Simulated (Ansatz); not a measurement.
PbF2 built on the fluorite prototype, relaxed with r2SCAN in the plane-wave code Ansatz: the symmetry is Fm-3m (No. 225, cubic); a = 5.921 Å in the conventional setting, 17.30 Å³ an atom. Around Pb lie 8 F at 2.56 Å; around F lie 4 Pb at 2.56 Å. It was then strained (isotropic on every length). Unstrained, HSE06 gives 5.727 eV (W → X, 6×6×6 mesh), and the band edges keep their places in every row. Stress is positive in compression. Spin-unpolarised throughout; all numbers are computed.

```csv
strain (%),ln(V/V₀),"ΔE_g, HSE06 (eV)","Δpressure, r2SCAN (GPa)"
-3.0,-0.0914,-0.102,+8.77
-0.5,-0.0150,-0.014,+1.20
+1.91,+0.0568,+0.042,-3.84
```

Question: Fit ΔE_g = a x + b x² to these rows by least squares, with x = ln(V/V₀).

Answer: The normal equations take Σx² = 1.181e-02, Σx³ = -5.837e-04, Σx⁴ = 8.025e-05, ΣxΔE = 1.192e-02 and Σx²ΔE = -7.198e-04, and give a = +0.88 eV, b = -2.5 eV; the largest residual is 0.000 eV. a is the volume deformation potential of this gap.

Question: Fit the change of pressure in the same way.

Answer: Δpressure = -78.4 x + (191) x² GPa. So B₀ = 78.4 GPa and B′ ≈ 2 × 191/78.4 = 4.9; two terms over so wide a range bias B₀ by a few per cent and B′ by more; the gap's pressure coefficient at zero is −a/B₀ = -11 meV/GPa, with HSE06's a and r2SCAN's B₀.

Question: Predict the withheld row at +1.0 % (x = +0.0299).

Answer: ΔE_g ≈ +0.88 × (+0.0299) + (-2.5) × (+0.0299)² = +0.024 eV, and Δpressure ≈ -2.17 GPa. The runs give +0.024 eV and -2.15 GPa, off by 0.000 eV and +0.02 GPa.

No spin-orbit coupling is included; it can move band edges with weight on the heavy atoms by tenths of an eV.

The meshes of the hybrids are coarse, so their gaps aren't converged to the digits shown.
